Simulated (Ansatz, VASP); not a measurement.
## Two plane-wave programs on Hf

```
Hf
1.0
     0.00000    2.20905    2.20905
     2.20905    0.00000    2.20905
     2.20905    2.20905    0.00000
Hf
1
Direct
  0.00000 0.00000 0.00000
```

This isn't the form of Hf at room conditions, which is hcp.

Alike in both runs: functional PBEsol; k mesh 16 × 16 × 16; occupations gaussian, width 0.1 eV; no spin polarisation.

Ansatz relaxed the structure, and its values are those at the end. VASP's run is a single point on that final structure, the one shown.

|  | VASP | Ansatz |
| --- | --- | --- |
| version | VASP 6.6.1 | Ansatz 0.2.0 |
| potentials or method | VASP PAW PBE potentials, release 64 (Hf_pv) | scalar-relativistic, plane waves, PAW |
| plane-wave cutoff (eV) | 520 | 420 |
| valence electrons in the cell | 10 | 26 |

Ansatz gave:

* gap on the k mesh at the Fermi level (eV): none
* pressure (GPa): 0.0

What did VASP give for the same quantities?

gap on the k mesh at the Fermi level (eV): none; pressure (GPa): -0.4.

A gap of «none» marks a metal or a gap that the smearing closes. The two sets of potentials don't hold the same shells in valence.

Caveats: the PAW data sets were made with another functional, which shifts forces and pressure a little (VASP). The runs have no spin-orbit coupling, so splittings on Hf are missing.
